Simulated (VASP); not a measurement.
# AlN (P6_3mc) in VASP: notebook

Runs on AlN. Level: PBE. Tasks: G0W0 quasiparticle levels.

Everything below comes from runs of VASP 6.6.1. Logs are shortened: lines on timing, memory, paths and dates and some standing lists are left out, and cuts for length are marked.

### Step 1. Starting point

Symmetry: P6_3mc, No. 186, hexagonal system. Conventional cell: a = 3.113 Å, b = 3.113 Å, c = 4.981 Å, α = 90.00°, β = 90.00°, γ = 120.00°. Around Al (site symmetry 3m) lie 4 N at 1.89 Å. Around N (site symmetry 3m) lie 4 Al at 1.89 Å.

### Step 2. G0W0 quasiparticle levels, PBE

The input, POSCAR:

```
AlN
1.0
    3.1130000000      0.0000000000      0.0000000000
   -1.5565000000      2.6959370820      0.0000000000
    0.0000000000      0.0000000000      4.9810000000
Al N
2 2
Direct
    0.6666666667      0.3333333333      0.5000000000
    0.3333333333      0.6666666667      0.0000000000
    0.6666666667      0.3333333333      0.8800000000
    0.3333333333      0.6666666667      0.3800000000
```

The input, INCAR.step1:

```
SYSTEM = AlN
  PREC = Accurate
  ENCUT = 520
  EDIFF = 1E-8
  ISMEAR = 0
  SIGMA = 0.01
  LREAL = .FALSE.
  LASPH = .TRUE.
  NELM = 80
  ALGO = Normal
  LWAVE = .TRUE.
  LCHARG = .FALSE.
  GGA = PE
```

The input, INCAR.step2:

```
SYSTEM = AlN
  PREC = Accurate
  ENCUT = 520
  EDIFF = 1E-8
  ISMEAR = 0
  SIGMA = 0.01
  LREAL = .FALSE.
  LASPH = .TRUE.
  NELM = 1
  ALGO = Exact
  LWAVE = .TRUE.
  LCHARG = .FALSE.
  GGA = PE
  NBANDS = 258
  LOPTICS = .TRUE.
  ISTART = 1
```

The input, INCAR.step3:

```
SYSTEM = AlN
  PREC = Accurate
  ENCUT = 520
  EDIFF = 1E-8
  ISMEAR = 0
  SIGMA = 0.01
  LREAL = .FALSE.
  LASPH = .TRUE.
  ALGO = EVGW0
  LWAVE = .FALSE.
  LCHARG = .FALSE.
  GGA = PE
  NELMGW = 1
  NBANDS = 258
  ENCUTGW = 260
  NOMEGA = 72
  PRECFOCK = Fast
  ISTART = 1
  NBANDSGW = 16
```

The input, KPOINTS:

```
regular mesh
0
G
  6 6 3
  0 0 0
```

Potentials or basis: VASP PAW PBE potentials, release 64 (Al_GW, N_GW).

The run is started by

```
$ cat potpaw_PBE.64/Al_GW/POTCAR potpaw_PBE.64/N_GW/POTCAR > POTCAR
$ cp INCAR.step1 INCAR
$ mpirun -np 1 vasp_std > vasp.out
$ cp INCAR.step2 INCAR
$ mpirun -np 1 vasp_std > vasp.out
$ cp INCAR.step3 INCAR
$ mpirun -np 1 vasp_std > vasp.out
```

OUTCAR:

```text
SYSTEM = AlN
   PREC = Accurate
   ENCUT = 520
   EDIFF = 1E-8
   ISMEAR = 0
   LREAL = .FALSE.
   LASPH = .TRUE.
   GGA = PE
   NELMGW = 1
   ENCUTGW = 260
   PRECFOCK = Fast
   ISTART = 1

 ion  position               nearest neighbor table
   1  0.667  0.333  0.500-   3 1.89   4 1.89   4 1.89   4 1.89
   2  0.333  0.667  0.000-   4 1.89   3 1.89   3 1.89   3 1.89
   3  0.667  0.333  0.880-   1 1.89   2 1.89   2 1.89   2 1.89
   4  0.333  0.667  0.380-   2 1.89   1 1.89   1 1.89   1 1.89

  LATTYP: Found a hexagonal cell.
 ALAT       =     3.1130000000
 C/A-ratio  =     1.6000642467

  Lattice vectors:

 A1 = (   3.1130000000,   0.0000000000,   0.0000000000)
 A2 = (  -1.5565000000,   2.6959370820,   0.0000000000)
 A3 = (   0.0000000000,   0.0000000000,   4.9810000000)

Analysis of symmetry for initial positions (statically):
=====================================================================
 Subroutine PRICEL returns:
 Original cell was already a primitive cell.

 Routine SETGRP: Setting up the symmetry group for a
 hexagonal supercell.

 Subroutine GETGRP returns: Found 12 space group operations
 (whereof  6 operations were pure point group operations)
 out of a pool of 24 trial point group operations.

The static configuration has the point symmetry C_3v.
 The point group associated with its full space group is C_6v.

Analysis of symmetry for dynamics (positions and initial velocities):
=====================================================================
 Subroutine PRICEL returns:
 Original cell was already a primitive cell.

 Routine SETGRP: Setting up the symmetry group for a
 hexagonal supercell.

 Subroutine GETGRP returns: Found 12 space group operations
 (whereof  6 operations were pure point group operations)
 out of a pool of 24 trial point group operations.

The dynamic configuration has the point symmetry C_3v.
 The point group associated with its full space group is C_6v.

 Subroutine INISYM returns: Found 12 space group operations
 (whereof  6 operations are pure point group operations),
 and found     1 'primitive' translations

----------------------------------------------------------------------------------------

[... 64 lines left out ...]
  0.166667  0.166667  0.333333     12.000000
  0.333333  0.166667  0.333333     24.000000
  0.333333  0.333333  0.333333      4.000000
   k-points           NKPTS =     14   k-points in BZ     NKDIM =    108   number of bands    NBANDS=    258
   number of dos      NEDOS =    301   number of ions     NIONS =      4
   total plane-waves  NPLWV =  23040
   dimension x,y,z NGX =    24 NGY =   24 NGZ =   40
   dimension x,y,z NGXF=    48 NGYF=   48 NGZF=   80
   ions per type =               2   2
   NGX,Y,Z   is equivalent  to a cutoff of  12.82, 12.82, 13.35 a.u.
   NGXF,Y,Z  is equivalent  to a cutoff of  25.63, 25.63, 26.70 a.u.
 SYSTEM =  AlN
   PREC   = accura    normal or accurate (medium, high low for compatibility)
   ISTART =      1    job   : 0-new  1-cont  2-samecut
   ICHARG =      0    charge: 1-file 2-atom 10-const
   ISPIN  =      1    spin polarized calculation?
   LNONCOLLINEAR =      F non collinear calculations
   LSORBIT =      F    spin-orbit coupling
   LASPH  =      T    aspherical Exc in radial PAW
   ENCUT  =  520.0 eV  38.22 Ry    6.18 a.u.   5.79  5.79  9.26*2*pi/ulx,y,z
   NELM   =     60;   NELMIN=  2; NELMDL=  0     # of ELM steps
   EDIFF  = 0.1E-07   stopping-criterion for ELM
   LREAL  =      F    real-space projection
   EDIFFG = 0.1E-06   stopping-criterion for IOM
   NSW    =      0    number of steps for IOM
   IBRION =     -1    ionic relax: 0-MD 1-quasi-New 2-CG
   NFREE  =      0    steps in history (QN), initial steepest desc. (CG)
   ISIF   =      0    stress and relaxation
   ISYM   =      3    0-nonsym 1-usesym 2-fastsym
   POTIM  = 0.5000    time-step for ionic-motion
   TEBEG  =    0.0;   TEEND  =   0.0 temperature during run
   PSTRESS=    0.0 pullay stress
   NELECT =      16.0000    total number of electrons
   NUPDOWN=      -1.0000    fix difference up-down
   EMIN   =  10.00;   EMAX   =-10.00  energy-range for DOS
   EFERMI =   0.00;   METHOD = LEGACY
   ISMEAR =     0;   SIGMA  =   0.01  broadening in eV -4-tet -1-fermi 0-gaus
   EFERMI_NEDOS =   21; number of points for ismear=-14 and -15
   IALGO  =     38    algorithm
   IMIX   =      4    mixing-type and parameters
     AMIX     =   0.40;   BMIX     =  1.00
     AMIX_MAG =   1.60;   BMIX_MAG =  1.00
  volume/ion in A,a.u.               =      10.45        70.52
  Fermi-wavevector in a.u.,A,eV,Ry     =   1.188629  2.246183 19.222843  1.412839
  Thomas-Fermi vector in A             =   2.324754
   LORBIT       =      0    0 simple, 1 ext, 2 COOP (PROOUT), +10 PAW based schemes
   GGA     = PE    functional components
   LHFCALC =     T    Hartree Fock is set to
   PRECFOCK=fast      Normal, Fast or Accurate (Low or Medium for compatibility)
   ENCUT4O =  -1.0   cutoff for four orbital integrals eV
   NKREDX  =     1    reduce k-point grid by
   NKREDY  =     1    reduce k-point grid by
   NKREDZ  =     1    reduce k-point grid by
   AEXX    =    1.0000 exact exchange contribution
   HFSCREEN=    0.0000 screening length (either q_TF or 0.3 A-1)
   HFSCREENC=   0.0000 screening length for correlation (either q_TF or 0.3 A-1)
   ENCUTFOCK=  -1.0 apply spherical cutoff to Coloumb kernel
   IVDW    =     0    specifies the selected vdW correction
   LEPSILON=     F    determine dielectric tensor
   LRPA    =     F    only Hartree local field effects (RPA)
   LRPAFORCE           =     F    calculate RPA forces
   ENCUTGW             = 260.0    cutoff for response function in eV
   ENCUTGWSOFT         = 208.0    soft cutoff for Coulomb kernel in GW response function in eV
   ENCUTLF             =  -1.0    cutoff for local field effects
   NELMGW              =     1    number of iterations in solving QP/BSE equation
   NELMHF              =     1    number of iterations in the inner HF iteration
   NKREDLFX            =     1    NKREDLFY  =   1   NKREDLFZ  =   1
 non-spin polarized calculation
 Gauss-broadening in eV      SIGMA  =   0.01
  energy-cutoff  :      520.00
  volume of cell :       41.80
 maximum number of plane-waves:      1152
 NGX is ok and might be reduce to    24
  NGX = 14; NGY = 14; NGZ = 24
   NGX = 11   NGY = 11   NGZ = 19
 maximum number of plane-waves:       416

 QP shifts <psi_nk| G(iteration)W_0 |psi_nk>: iteration 1
 for sc-GW calculations column KS-energies equals QP-energies in previous step
 and V_xc(KS)=  KS-energies - (<T + V_ion + V_H > + <T+V_H+V_ion>^1  + <V_x>^1)

 k-point   1 :       0.0000    0.0000    0.0000
  band No.  KS-energies  QP-energies   sigma(KS)   V_xc(KS)     V^pw_x(r,r')   Z            occupation Imag(sigma)

      1     -10.0609     -11.7478     -17.1236     -14.7946     -24.7721       0.7243       2.0000       1.1529
      2      -7.9122      -9.4854     -18.5377     -16.3490     -25.8647       0.7188       2.0000       0.9204
      3      -0.8769      -2.2481     -14.5540     -12.6522     -18.5328       0.7210       2.0000       0.1180
      4       4.2704       3.1270     -17.7775     -16.2997     -20.5898       0.7737       2.0000       0.0447
      5       4.2704       3.1270     -17.7775     -16.2997     -20.5898       0.7737       2.0000       0.0447
      6       4.9234       3.8583     -18.1352     -16.7668     -20.7838       0.7784       2.0000       0.0430
[... 255 lines left out ...]
      2      -7.5333      -9.1221     -18.8390     -16.6833     -26.1124       0.7370       2.0000       0.9038
      3       0.4687      -0.8929     -15.3886     -13.5561     -18.9992       0.7431       2.0000       0.0808
      4       0.4687      -0.8929     -15.3886     -13.5561     -18.9992       0.7431       2.0000       0.0808
      5       0.7573      -0.6517     -14.9781     -13.1030     -18.3778       0.7514       2.0000       0.0701
      6       1.8889       0.5356     -15.6892     -13.9139     -18.8452       0.7623       2.0000       0.0572
[... 8 lines left out ...]
     15      18.3361      19.1220      -9.9305     -10.9275      -4.5892       0.7882       0.0000      -0.1307
     16      20.4159      21.1034      -8.7704      -9.6357      -3.3221       0.7946       0.0000      -0.1933
```

OUTCAR.step2:

```text
SYSTEM = AlN
   PREC = Accurate
   ENCUT = 520
   EDIFF = 1E-8
[... 878 lines left out ...]
  --------------------------------------------------------------------------------------------------------------
     0.00000     4.62762     4.62762     4.85502     0.00000     0.00000     0.00000
     2.33703     4.93594     4.93594     5.22949     0.00000     0.00000     0.00000
     4.67407     5.50868     5.50868     6.55283     0.00000     0.00000     0.00000
     7.01110     8.20160     8.20160     4.46202     0.00000    -0.00000    -0.00000
     9.34814     1.84635     1.84635     5.35742     0.00000     0.00000    -0.00000
    11.68517     0.56846     0.56846    -0.46787     0.00000    -0.00000     0.00000
[... 92 lines left out ...]
   229.02932     0.98965     0.98965     0.98964     0.00000    -0.00000    -0.00000
   231.36635     0.98987     0.98987     0.98986     0.00000    -0.00000    -0.00000
```

Wall time 10 min (1 thread of Intel Xeon 6975P-C (Granite Rapids), shared host); peak memory 1.1 GiB.

What came out:

| Item | Value |
| --- | --- |
| Band gap on the k mesh, mean-field level | 4.22 eV, direct |
| Quasiparticle gap | 5.89 eV |
| Least direct quasiparticle gap | 5.89 eV |

Caveat: the k mesh is coarse (spacing up to 0.42 Å⁻¹), so the values aren't converged; the cutoff is under 1.25 times the usual one of these potentials, so pressure, stress and relaxed cells hold a basis-set (Pulay) error; bands, screening cutoff and mesh are small and nothing is extrapolated, so the quasiparticle values aren't converged.

### Step 3. G0W0 quasiparticle levels, PBE

POSCAR is that of step 2.

Edit INCAR.step1 of step 2 so:

```diff
@@ -2,3 +2,3 @@
   PREC = Accurate
-  ENCUT = 520
+  ENCUT = 450
   EDIFF = 1E-8
```

Edit INCAR.step2 of step 2 so:

```diff
@@ -2,3 +2,3 @@
   PREC = Accurate
-  ENCUT = 520
+  ENCUT = 450
   EDIFF = 1E-8
@@ -13,3 +13,3 @@
   GGA = PE
-  NBANDS = 258
+  NBANDS = 20
   LOPTICS = .TRUE.
```

Edit INCAR.step3 of step 2 so:

```diff
@@ -2,3 +2,3 @@
   PREC = Accurate
-  ENCUT = 520
+  ENCUT = 450
   EDIFF = 1E-8
@@ -13,5 +13,5 @@
   NELMGW = 1
-  NBANDS = 258
-  ENCUTGW = 260
-  NOMEGA = 72
+  NBANDS = 20
+  ENCUTGW = 50
+  NOMEGA = 48
   PRECFOCK = Fast
```

The input, KPOINTS:

```
regular mesh
0
G
  4 4 3
  0 0 0
```

Potentials or basis: VASP PAW PBE potentials, release 64 (Al_GW, N_GW).

The run is started by

```
$ cat potpaw_PBE.64/Al_GW/POTCAR potpaw_PBE.64/N_GW/POTCAR > POTCAR
$ cp INCAR.step1 INCAR
$ mpirun -np 1 vasp_std > vasp.out
$ cp INCAR.step2 INCAR
$ mpirun -np 1 vasp_std > vasp.out
$ cp INCAR.step3 INCAR
$ mpirun -np 1 vasp_std > vasp.out
```

OUTCAR:

```text
SYSTEM = AlN
   PREC = Accurate
   ENCUT = 450
   EDIFF = 1E-8
   ISMEAR = 0
   LREAL = .FALSE.
   LASPH = .TRUE.
   GGA = PE
   NELMGW = 1
   ENCUTGW = 50
   PRECFOCK = Fast
   ISTART = 1

 Found      8 irreducible k-points:

 Following reciprocal coordinates:
            Coordinates               Weight
  0.000000  0.000000  0.000000      1.000000
  0.250000 -0.000000  0.000000      6.000000
  0.500000 -0.000000  0.000000      3.000000
  0.250000  0.250000  0.000000      6.000000
  0.000000  0.000000  0.333333      2.000000
  0.250000 -0.000000  0.333333     12.000000
   k-points           NKPTS =      8   k-points in BZ     NKDIM =     48   number of bands    NBANDS=     20
   number of dos      NEDOS =    301   number of ions     NIONS =      4
   total plane-waves  NPLWV =  20736
   dimension x,y,z NGX =    24 NGY =   24 NGZ =   36
   dimension x,y,z NGXF=    48 NGYF=   48 NGZF=   72
   ions per type =               2   2
   NGX,Y,Z   is equivalent  to a cutoff of  12.82, 12.82, 12.02 a.u.
   NGXF,Y,Z  is equivalent  to a cutoff of  25.63, 25.63, 24.03 a.u.
 SYSTEM =  AlN
   PREC   = accura    normal or accurate (medium, high low for compatibility)
   ISTART =      1    job   : 0-new  1-cont  2-samecut
   ICHARG =      0    charge: 1-file 2-atom 10-const
   ISPIN  =      1    spin polarized calculation?
   LNONCOLLINEAR =      F non collinear calculations
   LSORBIT =      F    spin-orbit coupling
   LASPH  =      T    aspherical Exc in radial PAW
   ENCUT  =  450.0 eV  33.07 Ry    5.75 a.u.   5.38  5.38  8.62*2*pi/ulx,y,z
   NELM   =     60;   NELMIN=  2; NELMDL=  0     # of ELM steps
   EDIFF  = 0.1E-07   stopping-criterion for ELM
   LREAL  =      F    real-space projection
   EDIFFG = 0.1E-06   stopping-criterion for IOM
   NSW    =      0    number of steps for IOM
   IBRION =     -1    ionic relax: 0-MD 1-quasi-New 2-CG
   NFREE  =      0    steps in history (QN), initial steepest desc. (CG)
   ISIF   =      0    stress and relaxation
   ISYM   =      3    0-nonsym 1-usesym 2-fastsym
   POTIM  = 0.5000    time-step for ionic-motion
   TEBEG  =    0.0;   TEEND  =   0.0 temperature during run
   PSTRESS=    0.0 pullay stress
   NELECT =      16.0000    total number of electrons
   NUPDOWN=      -1.0000    fix difference up-down
   EMIN   =  10.00;   EMAX   =-10.00  energy-range for DOS
   EFERMI =   0.00;   METHOD = LEGACY
   ISMEAR =     0;   SIGMA  =   0.01  broadening in eV -4-tet -1-fermi 0-gaus
   EFERMI_NEDOS =   21; number of points for ismear=-14 and -15
   IALGO  =     38    algorithm
   IMIX   =      4    mixing-type and parameters
     AMIX     =   0.40;   BMIX     =  1.00
     AMIX_MAG =   1.60;   BMIX_MAG =  1.00
  volume/ion in A,a.u.               =      10.45        70.52
  Fermi-wavevector in a.u.,A,eV,Ry     =   1.188629  2.246183 19.222843  1.412839
  Thomas-Fermi vector in A             =   2.324754
   LORBIT       =      0    0 simple, 1 ext, 2 COOP (PROOUT), +10 PAW based schemes
   GGA     = PE    functional components
   LHFCALC =     T    Hartree Fock is set to
   PRECFOCK=fast      Normal, Fast or Accurate (Low or Medium for compatibility)
   ENCUT4O =  -1.0   cutoff for four orbital integrals eV
   NKREDX  =     1    reduce k-point grid by
   NKREDY  =     1    reduce k-point grid by
   NKREDZ  =     1    reduce k-point grid by
   AEXX    =    1.0000 exact exchange contribution
   HFSCREEN=    0.0000 screening length (either q_TF or 0.3 A-1)
   HFSCREENC=   0.0000 screening length for correlation (either q_TF or 0.3 A-1)
   ENCUTFOCK=  -1.0 apply spherical cutoff to Coloumb kernel
   IVDW    =     0    specifies the selected vdW correction
   LEPSILON=     F    determine dielectric tensor
   LRPA    =     F    only Hartree local field effects (RPA)
   LRPAFORCE           =     F    calculate RPA forces
   ENCUTGW             =  50.0    cutoff for response function in eV
   ENCUTGWSOFT         =  40.0    soft cutoff for Coulomb kernel in GW response function in eV
   ENCUTLF             =  -1.0    cutoff for local field effects
   NELMGW              =     1    number of iterations in solving QP/BSE equation
   NELMHF              =     1    number of iterations in the inner HF iteration
   NKREDLFX            =     1    NKREDLFY  =   1   NKREDLFZ  =   1
 non-spin polarized calculation
 Gauss-broadening in eV      SIGMA  =   0.01
  energy-cutoff  :      450.00
  volume of cell :       41.80
 maximum number of plane-waves:       929
 NGX is ok and might be reduce to    24
  NGX = 12; NGY = 12; NGZ = 20
   NGX = 11   NGY = 11   NGZ = 17
 maximum number of plane-waves:        38
 NGX is ok and might be reduce to    10

 QP shifts <psi_nk| G(iteration)W_0 |psi_nk>: iteration 1
 for sc-GW calculations column KS-energies equals QP-energies in previous step
 and V_xc(KS)=  KS-energies - (<T + V_ion + V_H > + <T+V_H+V_ion>^1  + <V_x>^1)

 k-point   1 :       0.0000    0.0000    0.0000
  band No.  KS-energies  QP-energies   sigma(KS)   V_xc(KS)     V^pw_x(r,r')   Z            occupation Imag(sigma)

      1     -10.0517     -11.3839     -16.6312     -14.7935     -24.7724       0.7250       2.0000       1.7013
      2      -7.9009      -9.0787     -17.9935     -16.3505     -25.8675       0.7169       2.0000       1.1761
      3      -0.8685      -1.5603     -13.5972     -12.6477     -18.5133       0.7286       2.0000       0.2527
      4       4.2844       4.2203     -16.3831     -16.3010     -20.6613       0.7816       2.0000       0.1162
      5       4.2844       4.2203     -16.3831     -16.3010     -20.6613       0.7816       2.0000       0.1162
      6       4.9402       5.0137     -16.6753     -16.7686     -20.8670       0.7871       2.0000       0.1095
[... 8 lines left out ...]
     15      18.2584      20.6462      -7.5537     -10.4987      -4.0010       0.8108       0.0000      -0.1641
     16      18.2584      20.6462      -7.5537     -10.4987      -4.0010       0.8108       0.0000      -0.1641
[... 84 lines left out ...]
      1      -8.9399     -10.1525     -17.1328     -15.4331     -25.1425       0.7134       2.0000       1.4082
      2      -8.0738      -9.2420     -17.7386     -16.0983     -25.6254       0.7122       2.0000       1.1992
      3       0.5772      -0.0018     -14.4918     -13.7204     -19.1077       0.7506       2.0000       0.1864
      4       1.6876       1.2252     -15.0426     -14.4378     -19.4158       0.7646       2.0000       0.1548
      5       2.7397       2.4033     -15.1740     -14.7395     -19.4404       0.7740       2.0000       0.1363
      6       3.8308       3.6666     -16.0291     -15.8186     -20.3041       0.7802       2.0000       0.1212
[... 8 lines left out ...]
     15      17.4708      19.7078      -7.6782     -10.4448      -4.1306       0.8086       0.0000      -0.1629
     16      18.3466      20.6609      -8.0697     -10.9654      -4.3008       0.7992       0.0000      -0.2126

 [... further k-points ...]
```

OUTCAR.step1:

```text
SYSTEM = AlN
   PREC = Accurate
   ENCUT = 450
   EDIFF = 1E-8
   ISMEAR = 0
   LREAL = .FALSE.
   LASPH = .TRUE.
   NELM = 80
[... 201 lines left out ...]
     -0.00000      1.79729      0.00000        -0.000000      0.000000     -0.144408
      1.55650      0.89865      4.38328         0.000000      0.000000      0.144408
     -0.00000      1.79729      1.89278        -0.000000     -0.000000      0.144408
 -----------------------------------------------------------------------------------
    total drift:                               -0.000000      0.000000     -0.000160

  FREE ENERGIE OF THE ION-ELECTRON SYSTEM (eV)
  ---------------------------------------------------
  free  energy   TOTEN  =       -29.7778441890 eV

  energy  without entropy=      -29.7778441890  energy(sigma->0) =      -29.77784419
```

Run time: 20 s. Hardware: 1 thread of Intel Xeon 6975P-C (Granite Rapids), shared host; peak memory 0.32 GiB.

These settings aren't checked as converged: the numbers below hold their error.

What came out:

| Property | Result |
| --- | --- |
| Band gap on the k mesh, mean-field level | 4.21 eV, direct |
| Quasiparticle gap | 5.52 eV |
| Least direct quasiparticle gap | 5.52 eV |

Caveat: the k mesh is coarse (spacing up to 0.58 Å⁻¹), so the values aren't converged; the cutoff is under 1.25 times the usual one of these potentials, so pressure, stress and relaxed cells hold a basis-set (Pulay) error; bands, screening cutoff and mesh are small and nothing is extrapolated, so the quasiparticle values aren't converged.

### Step 4. For comparison

An earlier run on the cell as given: functional PBE; potentials or basis VASP PAW PBE potentials, release 64 (Al, N); cutoff 520 eV; k mesh 10 × 10 × 6; occupations fermi-dirac, width 0.05 eV; no spin polarisation.

- Pressure: 3.5 GPa
- Largest force: 0.129 eV/Å
- Band gap on the k mesh: 4.22 eV, direct
